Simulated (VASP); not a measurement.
## K: single point with LDA

Crystal: K.

```xyz
1
Lattice="0.0000 3.1862 3.1862 3.1862 0.0000 3.1862 3.1862 3.1862 0.0000" Properties=species:S:1:pos:R:3 pbc="T T T"
K     0.0000    0.0000    0.0000
```

The cell was built by a generator and needn't be a form met in nature.

- Program: VASP 6.6.1
- Task: single point
- Functional: LDA
- Potentials or basis: VASP PAW LDA potentials, release 64 (K_sv)
- Cutoff: 520 eV
- k mesh: 9 × 9 × 9
- Occupations: fermi-dirac, width 0.136057 eV
- Spin: no spin polarisation
- Dipole correction: no
- Further INCAR settings: ALGO = Normal; EDIFF = 1e-06; NBANDS = 10

| Property | Result |
| --- | --- |
| Pressure | 0.0 GPa |
| Band gap on the k mesh | none (metal or under the smearing width) |

Levels at points of the mesh, in eV from the Fermi level:
```
           k point  band 3  band 4  band 5  band 6  band 7  band 8
(0.00, 0.00, 0.00)  -15.42  -15.42   -2.37    4.19    4.19    4.19
```

Wall time 13 s on 1 thread of Intel(R) Xeon(R) 6975P-C (Granite Rapids), on a shared host, peak memory 0.17 GiB.
